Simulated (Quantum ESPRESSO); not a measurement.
Crystal: HfO2.

```
CELL_PARAMETERS angstrom
5.11800 0.00000 0.00000
0.00000 5.18570 0.00000
-0.85866 0.00000 5.21387
ATOMIC_POSITIONS crystal
Hf 0.27550 0.46030 0.70800
Hf 0.72450 0.96030 0.79200
Hf 0.72450 0.53970 0.29200
Hf 0.27550 0.03970 0.20800
O 0.07420 0.16840 0.84670
O 0.92580 0.66840 0.65330
O 0.92580 0.83160 0.15330
O 0.07420 0.33160 0.34670
O 0.44870 0.74190 0.98010
O 0.55130 0.24190 0.51990
O 0.55130 0.25810 0.01990
O 0.44870 0.75810 0.48010
```

- Program: Quantum ESPRESSO 7.5
- Task: single point
- Functional: PBE
- Potentials or basis: SSSP 1.3 efficiency PBE
- Cutoff: 816 eV
- Density cutoff: 5987 eV
- k mesh: 5 × 5 × 5
- Occupations: fermi-dirac, width 0.05 eV
- Spin: no spin polarisation

On this cell: pressure 3.9 GPa; largest force 0.461 eV/Å; band gap on the k mesh 4.20 eV, indirect (least direct gap 4.27 eV).

The same run follows on a disturbed copy (atoms moved at random, drawn with an rms of 0.05 Å):

```
Hf O
1.0
     5.11800    0.00000    0.00000
     0.00000    5.18570    0.00000
    -0.85866    0.00000    5.21387
Hf O
4 8
Direct
  0.27940 0.46677 0.70653
  0.73145 0.96633 0.79314
  0.72699 0.55204 0.29511
  0.28744 0.03494 0.20426
  0.06599 0.17392 0.84318
  0.93025 0.66801 0.65019
  0.93176 0.84517 0.15697
  0.06237 0.32876 0.34450
  0.45514 0.74250 0.98180
  0.55185 0.23813 0.51922
  0.54282 0.25417 0.01122
  0.44212 0.77275 0.48353
```

Question: What does the disturbed cell give?

Answer: The energy moves by +18.0 meV/atom; pressure 4.1 GPa; largest force 1.780 eV/Å; band gap on the k mesh 3.94 eV, indirect (least direct gap 4.02 eV).

Forces in eV/Å, atoms in the order of the input:
```
Hf  -0.227 -1.149 -0.355
Hf  -0.197  0.223 -0.111
Hf   0.375 -1.105 -0.266
Hf  -0.943  1.497  0.194
O    0.288  0.125 -0.100
O   -0.192  0.325  0.381
O   -0.169 -0.580  0.069
O    0.393  0.291 -0.089
O   -0.234 -0.072  0.046
O   -0.021  0.986 -0.318
O    0.508  0.640  0.463
O    0.420 -1.181  0.086
```

Stress tensor (GPa, compression positive):
```
 3.66  1.06  0.01
 1.06  3.86 -0.90
 0.01 -0.90  4.90
```

Caveats: spin-orbit coupling is left out, which moves the levels of the heavy elements; an odd mesh through Γ misses points on the zone boundary, where band edges often lie.
